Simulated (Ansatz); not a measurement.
**In$_{3}$Sb: how the plane-wave cutoff moves the results**

Method: DFT r2SCAN, scalar-relativistic, plane waves, PAW (Ansatz 0.2.0).

```yaml
crystal:
  lattice:
    - [4.83696, 0.00000, 0.00000]
    - [0.00000, 4.83696, 0.00000]
    - [0.00000, 0.00000, 4.83696]
  atoms:
    - { symbol: In, position: [0.50000, 0.50000, 0.00000] }
    - { symbol: In, position: [0.50000, 0.00000, 0.50000] }
    - { symbol: In, position: [0.00000, 0.50000, 0.50000] }
    - { symbol: Sb, position: [0.00000, 0.00000, 0.00000] }
```

```json
{
  "Γ-centred k-mesh": "10×10×10",
  "occupation rule": "Gaussian smearing, 0.1 eV",
  "spin treatment": "unpolarised",
  "valence charge of the PAW sets": "In 13, Sb 15"
}
```

The atoms are held and the plane-wave cutoff is swept. Energies are extrapolated to zero smearing and count from the reference run, 850 eV. The cell isn't necessarily relaxed at this level. Spin–orbit coupling is left out. Pressure is positive in compression and holds a correction for the finite cutoff (Pulay stress).

Times are rough; the reference took 110 s on 1 thread of Intel(R) Xeon(R) Processor @ 2.50GHz (Skylake/Cascade Lake), with other jobs on the host, peak memory 1.2 GiB.

(1) Tried: 150, 200, 250, 300, 350, 380, 460, 500, 520, 600, 700, 850 eV. From which plane-wave cutoff on does the energy per atom stay within 100, 10 and 1 meV of the reference?

## Answers

(1) 300 for 100 meV, 350 for 10 meV, 500 for 1 meV. The reference itself isn't shown to be converged.

```
cutoff (eV)  ΔE (meV/atom) P (GPa) plane waves at Γ  wall time (s)
        150          62335   -34.01               461             14
        200           8879    -5.78               739             16
        250           1021    -1.75              1021             23
        300           79.1    -0.96              1357             28
        350           5.90    -1.18              1743             33
        380           4.03    -1.19              1935             37
        460           1.53    -1.20              2517             51
        500           0.90    -1.21              2897             74
        520           0.77    -1.21              2969             60
        600           0.61    -1.21              3791             76
        700           0.45    -1.21              4729             96
        850           0.00    -1.21              6403            110
```